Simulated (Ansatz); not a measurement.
Crystal: MnO2.

```
Mn O
1.0
    -4.90750    4.90750    1.42350
     4.90750   -4.90750    1.42350
     4.90750    4.90750   -1.42350
Mn O
4 8
Direct
  0.83000 0.65000 0.48000
  0.65000 0.17000 0.82000
  0.17000 0.35000 0.52000
  0.35000 0.83000 0.18000
  0.45800 0.16000 0.61800
  0.16000 0.54200 0.70200
  0.54200 0.84000 0.38200
  0.84000 0.45800 0.29800
  0.20500 0.16000 0.36500
  0.16000 0.79500 0.95500
  0.79500 0.84000 0.63500
  0.84000 0.20500 0.04500
```

Measurements of this composition are mostly on another form, of space group No. 136.

Base run:

- Program: Ansatz 0.2.0
- Functional: LDA
- Potentials or basis: Ansatz PAW
- Cutoff: 420 eV (not typed: the program's choice for these potentials)
- k mesh: 10 × 10 × 10
- Occupations: fermi-dirac, width 0.05 eV
- Spin: collinear spin, ferromagnetic start
- Starting moments: [4.0, 4.0, 4.0, 4.0, 0.0, 0.0, 0.0, 0.0, 0.0, 0.0, 0.0, 0.0] μB
- Hubbard terms: Mn d U = 8 eV

Its results: band gap on the k mesh 0.64 eV, indirect (least direct gap 0.78 eV); pressure 6.0 GPa; net moment 12.00 μB per cell; site moments Mn +3.06; O -0.21, -0.33 μB; largest force 1.550 eV/Å.

The run is repeated on the same cell with these changes: hubbard terms from Mn d U = 8 eV to Mn d U = 6 eV. What comes out?

Band gap on the k mesh 0.99 eV, indirect (least direct gap 1.04 eV); pressure 0.3 GPa; net moment 12.00 μB per cell; site moments Mn +2.87; O -0.11, -0.22 μB; largest force 1.292 eV/Å.

Caveats: the magnetic or orbital state may not be the lowest; only a ferromagnetic start was run, and an antiferromagnetic order may lie lower in energy; the PAW data sets come from PBE, with cores solved anew for the run's functional, which leaves a small shift of forces and pressure; forces of over 1 eV/Å show positions far from the minimum, so gaps and moduli don't describe the material at rest.
